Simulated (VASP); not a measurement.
# ZrN (Fm-3m) in VASP: notebook, part 2 of 3

VASP 6.6.1. The steps go on from the part before.

**3. Optical spectrum, PBE, spin-orbit coupling, no magnetisation**

INCAR reads:

```
SYSTEM = ZrN
ALGO = Normal ; CSHIFT = 0.05
EDIFF = 1E-6 ; ENCUT = 520
GGA = PE ; GGA_COMPAT = .False.
ISIF = 2 ; ISMEAR = 0
KPAR = 4 ; LASPH = .True.
LCHARG = .False. ; LMAXMIX = 4
LOPTICS = .True. ; LORBIT = 11
LREAL = .False. ; LSORBIT = .True.
LWAVE = .False. ; MAGMOM = 0 0 0 0 0 0
NBANDS = 81 ; NEDOS = 3000
NELM = 80 ; PREC = Accurate
SIGMA = 0.05
```

KPOINTS reads:

```
k-points
0
Gamma
  18 18 18
  0 0 0
```

POSCAR reads:

```
ZrN                                     
1.0
    0.0000000000      2.2769435765      2.2769435765
    2.2769435765      0.0000000000      2.2769435765
    2.2769435765      2.2769435765      0.0000000000
  Zr              N             
     1     1
Direct
     0.5000000000000000    0.5000000000000000    0.5000000000000000
     0.0000000000000000    0.0000000000000000    0.0000000000000000
```

Potentials or basis: VASP PAW PBE potentials, release 64 (Zr_sv, N).

Launch:

```sh
$ cat potpaw_PBE.64/Zr_sv/POTCAR potpaw_PBE.64/N/POTCAR > POTCAR
$ mpirun -np 4 vasp_ncl > vasp.out
```

OUTCAR:

```text
SYSTEM = ZrN
   EDIFF = 1E-6
   ENCUT = 520
   GGA = PE
   ISIF = 2
   ISMEAR = 0
   LASPH = .True.
   LORBIT = 11
   LREAL = .False.
   LSORBIT = .True.
   NELM = 80
   PREC = Accurate

 ion  position               nearest neighbor table
   1  0.500  0.500  0.500-   2 2.28   2 2.28   2 2.28   2 2.28   2 2.28   2 2.28
   2  0.000  0.000  0.000-   1 2.28   1 2.28   1 2.28   1 2.28   1 2.28   1 2.28

  LATTYP: Found a face centered cubic cell.
 ALAT       =     4.5538871530

  Lattice vectors:

 A1 = (   0.0000000000,   2.2769435765,   2.2769435765)
 A2 = (   2.2769435765,   0.0000000000,   2.2769435765)
 A3 = (   2.2769435765,   2.2769435765,   0.0000000000)

Analysis of symmetry for initial positions (statically):
=====================================================================
 Subroutine PRICEL returns:
 Original cell was already a primitive cell.

 Routine SETGRP: Setting up the symmetry group for a
 face centered cubic supercell.

 Subroutine GETGRP returns: Found 48 space group operations
 (whereof 48 operations were pure point group operations)
 out of a pool of 48 trial point group operations.

The static configuration has the point symmetry O_h .

Analysis of symmetry for dynamics (positions and initial velocities):
=====================================================================
 Subroutine PRICEL returns:
 Original cell was already a primitive cell.

 Routine SETGRP: Setting up the symmetry group for a
 face centered cubic supercell.

 Subroutine GETGRP returns: Found 48 space group operations
 (whereof 48 operations were pure point group operations)
 out of a pool of 48 trial point group operations.

The dynamic configuration has the point symmetry O_h .

Analysis of structural, dynamic, and magnetic symmetry:
=====================================================================
 Subroutine PRICEL returns:
 Original cell was already a primitive cell.

 Routine SETGRP: Setting up the symmetry group for a
 face centered cubic supercell.

 Subroutine GETGRP returns: Found 48 space group operations
 (whereof 48 operations were pure point group operations)
 out of a pool of 48 trial point group operations.

The overall configuration has the point symmetry O_h .

 Subroutine INISYM returns: Found 48 space group operations
 (whereof 48 operations are pure point group operations),
 and found     1 'primitive' translations

----------------------------------------------------------------------------------------

                                     Primitive cell

  volume of cell :      23.6095

  direct lattice vectors                    reciprocal lattice vectors
     0.000000000  2.276943576  2.276943576    -0.219592618  0.219592618  0.219592618
     2.276943576  0.000000000  2.276943576     0.219592618 -0.219592618  0.219592618
     2.276943576  2.276943576  0.000000000     0.219592618  0.219592618 -0.219592618
[... 1054 lines left out ...]
   127.90888     0.00004     0.00004     0.00004    -0.00000     0.00000    -0.00000
   129.21407     0.00004     0.00004     0.00004    -0.00000     0.00000    -0.00000

  frequency dependent      REAL DIELECTRIC FUNCTION (independent particle, no local field effects) density-density
     E(ev)        X           Y           Z          XY          YZ          ZX
  --------------------------------------------------------------------------------------------------------------
     0.00000   681.07004   681.07004   681.07004     0.00000     0.00000    -0.00000
     1.30519     4.02622     4.02622     4.02622    -0.00000    -0.00000     0.00000
     2.61039     7.08441     7.08441     7.08441    -0.00000    -0.00000     0.00000
     3.91558     9.74303     9.74303     9.74303     0.00000     0.00000     0.00000
     5.22077     9.18169     9.18169     9.18169    -0.00000    -0.00000     0.00000
     6.52596     6.05627     6.05627     6.05627    -0.00000    -0.00000    -0.00000
[... 92 lines left out ...]
   127.90888     0.94884     0.94884     0.94884    -0.00000    -0.00000    -0.00000
   129.21407     0.94993     0.94993     0.94993    -0.00000    -0.00000    -0.00000

  frequency dependent IMAGINARY DIELECTRIC FUNCTION (independent particle, no local field effects) current-current
     E(ev)      X         Y         Z        XY        YZ        ZX
  --------------------------------------------------------------------------------------------------------------
     0.00000   579.34631   579.34631   579.34631     0.00000     0.00000    -0.00000
     1.30519     1.35688     1.35688     1.35688     0.00000     0.00000    -0.00000
     2.61039     0.67649     0.67649     0.67649     0.00000     0.00000    -0.00000
     3.91558     2.12666     2.12666     2.12666     0.00000    -0.00000     0.00000
     5.22077     6.17782     6.17782     6.17782     0.00000     0.00000     0.00000
     6.52596     8.27186     8.27186     8.27186     0.00000    -0.00000    -0.00000
[... 92 lines left out ...]
   127.90888     0.00000     0.00000     0.00000     0.00000     0.00000    -0.00000
   129.21407     0.00000     0.00000     0.00000     0.00000     0.00000    -0.00000

  frequency dependent      REAL DIELECTRIC FUNCTION (independent particle, no local field effects) current-current
     E(ev)        X           Y           Z          XY          YZ          ZX
  --------------------------------------------------------------------------------------------------------------
     0.00000  -277.99390  -277.99390  -277.99390    -0.00000     0.00000     0.00000
     1.30519     5.75636     5.75636     5.75636    -0.00000    -0.00000    -0.00000
     2.61039     7.52555     7.52555     7.52555    -0.00000     0.00000    -0.00000
     3.91558     9.89954     9.89954     9.89954    -0.00000    -0.00000     0.00000
     5.22077     9.18427     9.18427     9.18427     0.00000     0.00000    -0.00000
     6.52596     6.00501     6.00501     6.00501     0.00000     0.00000     0.00000
[... 92 lines left out ...]
   127.90888     0.94902     0.94902     0.94902    -0.00000    -0.00000     0.00000
   129.21407     0.95011     0.95011     0.95011    -0.00000    -0.00000     0.00000

 Spin-Orbit-Coupling matrix elements

 Ion:    1  E_soc:     -0.1370601
 l=   1
     0.0000000    -0.0222601    -0.0222601
    -0.0222601     0.0000000    -0.0222601
    -0.0222601    -0.0222601     0.0000000
 l=   2
     0.0000000    -0.0001715     0.0000000    -0.0001715    -0.0004118
    -0.0001715     0.0000000    -0.0003088    -0.0001715    -0.0001029
     0.0000000    -0.0003088     0.0000000    -0.0003088     0.0000000
    -0.0001715    -0.0001715    -0.0003088     0.0000000    -0.0001029
    -0.0004118    -0.0001029     0.0000000    -0.0001029     0.0000000
 l=   3
     0.0000000     0.0000000     0.0000000     0.0000000     0.0000000     0.0000000     0.0000000
     0.0000000     0.0000000     0.0000000     0.0000000     0.0000000     0.0000000     0.0000000
     0.0000000     0.0000000     0.0000000     0.0000000     0.0000000     0.0000000     0.0000000
     0.0000000     0.0000000     0.0000000     0.0000000     0.0000000     0.0000000     0.0000000
     0.0000000     0.0000000     0.0000000     0.0000000     0.0000000     0.0000000     0.0000000
     0.0000000     0.0000000     0.0000000     0.0000000     0.0000000     0.0000000     0.0000000
     0.0000000     0.0000000     0.0000000     0.0000000     0.0000000     0.0000000     0.0000000

 Ion:    2  E_soc:     -0.0001642
 l=   1
     0.0000000    -0.0000274    -0.0000274
    -0.0000274     0.0000000    -0.0000274
    -0.0000274    -0.0000274     0.0000000
 l=   2
     0.0000000     0.0000000     0.0000000     0.0000000     0.0000000
     0.0000000     0.0000000     0.0000000     0.0000000     0.0000000
     0.0000000     0.0000000     0.0000000     0.0000000     0.0000000
     0.0000000     0.0000000     0.0000000     0.0000000     0.0000000
     0.0000000     0.0000000     0.0000000     0.0000000     0.0000000
 l=   3
     0.0000000     0.0000000     0.0000000     0.0000000     0.0000000     0.0000000     0.0000000
     0.0000000     0.0000000     0.0000000     0.0000000     0.0000000     0.0000000     0.0000000
     0.0000000     0.0000000     0.0000000     0.0000000     0.0000000     0.0000000     0.0000000
     0.0000000     0.0000000     0.0000000     0.0000000     0.0000000     0.0000000     0.0000000
     0.0000000     0.0000000     0.0000000     0.0000000     0.0000000     0.0000000     0.0000000
     0.0000000     0.0000000     0.0000000     0.0000000     0.0000000     0.0000000     0.0000000
     0.0000000     0.0000000     0.0000000     0.0000000     0.0000000     0.0000000     0.0000000

 total charge

# of ion       s       p       d       tot
------------------------------------------
    1        2.164   6.037   1.698   9.900
    2        1.244   2.488   0.000   3.732
--------------------------------------------------
tot          3.408   8.526   1.698  13.632

 magnetization (x)

# of ion       s       p       d       tot
------------------------------------------
    1       -0.000  -0.000   0.000  -0.000
    2        0.000   0.000   0.000   0.000
--------------------------------------------------
tot         -0.000   0.000   0.000   0.000

 magnetization (y)

# of ion       s       p       d       tot
------------------------------------------
    1        0.000   0.000   0.000   0.000
    2        0.000   0.000   0.000   0.000
--------------------------------------------------
tot          0.000   0.000   0.000   0.000

 magnetization (z)

# of ion       s       p       d       tot
------------------------------------------
    1       -0.000   0.000   0.000  -0.000
    2       -0.000   0.000   0.000  -0.000
--------------------------------------------------
tot         -0.000   0.000   0.000  -0.000
```

Run time: 3 min. Hardware: 4 MPI ranks of Intel Xeon Platinum 8488C (Sapphire Rapids), shared host; peak memory 0.94 GiB.

Results:

| Item | Value |
| --- | --- |
| Free energy | -20.4230 eV |
| Pressure | 7.3 GPa |
| Valence electrons inside the program's atomic spheres | Zr 9.90; N 3.73 |

Dielectric function (mean over the directions given):
| energy (eV) | real part | imaginary part |
| --- | --- | --- |
| 0.26 | -61.72 | 31.65 |
| 1.22 | 3.79 | 0.92 |
| 2.26 | 6.66 | 0.45 |
| 3.31 | 7.57 | 2.10 |
| 4.35 | 8.46 | 2.71 |
| 5.39 | 7.82 | 7.07 |
| 6.44 | 4.65 | 7.69 |
| 7.48 | 2.29 | 8.44 |
| 8.53 | 1.38 | 8.15 |
| 9.57 | -1.45 | 7.87 |
| 10.53 | -2.72 | 4.24 |
| 11.57 | -3.48 | 2.23 |
| 12.62 | -1.02 | 1.06 |
| 13.66 | -0.18 | 0.85 |
| 14.71 | 0.45 | 1.08 |
| 15.75 | 0.72 | 1.40 |
| 16.79 | 0.32 | 1.75 |
| 17.84 | 0.34 | 1.66 |
| 18.88 | 0.17 | 1.27 |
| 19.93 | 0.15 | 1.08 |

Caveat: independent-particle spectra lack excitons.

(Continued in part 3 of 3.)
